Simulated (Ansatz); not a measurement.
## Bi: energy above lowest point and pressure against volume per atom

Equation of state of a cubic crystal from periodic Kohn-Sham density functional theory without spin; pressure corrected for the finite basis. The results are calculated, by Ansatz 0.2.0 development build.

Cell of the first row (space group Fm-3m, No. 225):
```
CELL_PARAMETERS angstrom
0.00000 2.46250 2.46250
2.46250 0.00000 2.46250
2.46250 2.46250 0.00000
ATOMIC_POSITIONS crystal
Bi 0.00000 0.00000 0.00000
```

Settings of every row: formula Bi; structure type fcc; functional PBE; spin treatment none; k mesh 19x19x19; occupation method fermi-dirac; occupation width 0.061225619 eV; wave cutoff 420 eV; datasets soft-1 PAW; density cutoff ratio 4.

Limits: a cubic model structure, not a phase known at ambient conditions; no spin-orbit coupling with 6p elements.

| row | volume per atom (Å³) | energy above lowest point (meV/atom) | pressure (GPa) |
| --- | --- | --- | --- |
| 1 | 29.865 | ? | ? |
| 2 | 30.5 | 8.97 | 2.319 |
| 3 | 31.135 | 2.21 | 1.11 |
| 4 | 31.771 | 0 | 0.023 |
| 5 | 32.406 | 1.89 | -0.957 |
| 6 | 33.042 | 7.46 | -1.84 |
| 7 | 33.677 | 16.35 | -2.629 |

Question: what energy above lowest point and pressure should row 1 give?

Worked fit of energy above lowest point. Take u = (V_r/V)^(2/3) − 1 with V_r = 32.088 Å³ an atom, which is twice the finite (Eulerian) strain; such expansions in the strain, on which the Birch-Murnaghan equation of state is built, carry the rest volume and the bulk modulus. The shown rows have u = 0.03442, 0.0203, 0.00664, -0.00655, -0.01934, -0.03171. Least squares give energy above lowest point = 0.458 − 144 × u + 11313 × u² + 1594 × u³ meV/atom; a parabola predicts inner rows, each left out in turn, worse (root mean square 0.02 against 0.0051 meV/atom). All shown rows lie on it to the printed digit. Its lowest point lies at u = 0.0064, or V = 31.78 Å³ an atom, and the curvature there gives the bulk modulus at fixed shape and fractions, B = (4/9)(1 + u)² E″(u)/V = 51.5 GPa. The withheld row has u = 0.04903, so the fit gives 0.458 − 144 × (0.04903) + 11313 × (0.04903)² + 1594 × (0.04903)³ = 20.78 meV/atom.

The calculation gave 20.8 meV/atom. The fit lies 0.02 meV/atom (0.096 % of the column's range) below it; its largest miss of a shown row is 0.00 meV/atom. This row lies beyond the range of the fit.

Worked fit of pressure. Take u = (V_r/V)^(2/3) − 1 with V_r = 32.088 Å³ an atom, which is twice the finite (Eulerian) strain; such expansions in the strain, on which the Birch-Murnaghan equation of state is built, carry the rest volume and the bulk modulus. The shown rows have u = 0.03442, 0.0203, 0.00664, -0.00655, -0.01934, -0.03171. Least squares give pressure = −0.48 + 74.257 × u + 204.56 × u² GPa; a straight line predicts inner rows, each left out in turn, worse (root mean square 0.086 against 0.0016 GPa). The rows lie off it by 0.001, -0.002, 0.001, 0.001, 0.000, 0.000. The pressure vanishes at u = 0.0064, or V = 31.78 Å³ an atom, and there the bulk modulus at fixed shape and fractions is B = −V dP/dV = (2/3)(1 + u) dP/du = 51.6 GPa. The withheld row has u = 0.04903, so the fit gives −0.48 + 74.257 × (0.04903) + 204.56 × (0.04903)² = 3.653 GPa.

The calculation gave 3.675 GPa. The fit lies 0.022 GPa (0.35 % of the column's range) below it; its largest miss of a shown row is 0.002 GPa. This row lies beyond the range of the fit.
